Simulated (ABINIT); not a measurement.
Crystal: Cu3Au (Auricupride).

```
CELL_PARAMETERS angstrom
3.74000 0.00000 0.00000
0.00000 3.74000 0.00000
0.00000 0.00000 3.74000
ATOMIC_POSITIONS crystal
Au 0.00000 0.00000 0.00000
Cu 0.50000 0.50000 0.00000
Cu 0.50000 0.00000 0.50000
Cu 0.00000 0.50000 0.50000
```

Base run:

```yaml
Program: ABINIT 10.8.3 (patched build)
Functional: PW91
Potentials_or_basis: JTH PAW PBE v2.0
Cutoff: 707 eV
k_mesh: 7 × 7 × 7
Occupations: fermi-dirac, width 0.05 eV
Spin: no spin polarisation
```

Its results: band gap on the k mesh none (metal or under the smearing width); pressure 5.2 GPa.

**Question.** The run is repeated on the same cell with these changes: functional from PW91 to RPBE. What comes out?

**Answer.** Band gap on the k mesh none (metal or under the smearing width); pressure 9.2 GPa.

RPBE binds less tightly than PW91, so the same cell stands under more pressure.

Caveats: the PAW data sets were made with another functional, which shifts forces and pressure a little; spin-orbit coupling is left out, which moves the levels of the heavy elements.
